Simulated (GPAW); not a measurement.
Runs of GPAW 26.7.0 on SiC. It takes space group P6_3mc (No. 186, hexagonal). The conventional cell has a = 3.076 Å, b = 3.076 Å, c = 10.071 Å, α = 90.00°, β = 90.00°, γ = 120.00°. Si (site symmetry 3m) is surrounded by 4 C at 1.88 to 1.89 Å. Si (site symmetry 3m) is surrounded by 4 C at 1.88 to 1.89 Å. C (site symmetry 3m) is surrounded by 4 Si at 1.88 to 1.89 Å. Around C (site symmetry 3m) lie 4 Si at 1.88 to 1.89 Å. The cell is a database's computed one.

```tsv
task	level	potentials or basis	cell	band path	band points	data set	optimizer	fmax	gap on the mesh (eV)	pressure (GPa)	largest force (eV/Å)
band structure	revPBE	the program's PAW data sets (release 1.2.1) made for this functional, pw	as given	GMKGALHA,LM,KH	80	-	-	-	2.22	(c)	-
band structure	WC	PAW data sets generated in the run's folder for this functional, pw	as given	GMKGALHA,LM,KH	100	-	-	-	(b)	(d)	-
band structure	PBE	JTH PAW 2.0, PBE, pw	as given	GMKGALHA,LM,KH	60	C jth, Si jth	-	-	2.23	3.0	0.01
band structure	PBEsol	PAW data sets generated in the run's folder for this functional, pw	as given	GMKGALHA,LM,KH	100	-	-	-	2.11	1.7	-
relaxation of cell and atoms	SCAN+D4	GPAW PAW data sets (gpaw-data 1.2.1), pw	relaxed to -1 GPa	-	-	-	BFGS	0.01 eV/Å	2.58	-1.0	0.01
band structure	C09-vdW	GPAW PAW data sets (gpaw-data 1.2.1), pw	as given	GMKGALHA,LM,KH	100	-	-	-	2.19	-	0.01
band structure	optPBE-vdW	GPAW PAW data sets (gpaw-data 1.2.1), pw	as given	GMKGALHA,LM,KH	80	-	-	-	(a)	-	0.01
```

Alike in all rows: no spin polarisation; k mesh 6 × 6 × 2; cutoff (eV) 800; smearing fermi-dirac 0.05 eV.

Problem. Estimate the missing entries.

Solution. (a) 2.38; (b) 2.14; (c) 7.7; (d) 1.6.

Caveats: the PAW data sets were made with another functional, which shifts forces and pressure a little (some runs); the program truncates these outside data sets (some runs); later steps reuse the first step's grids (some runs).

A k mesh can miss the band edges.
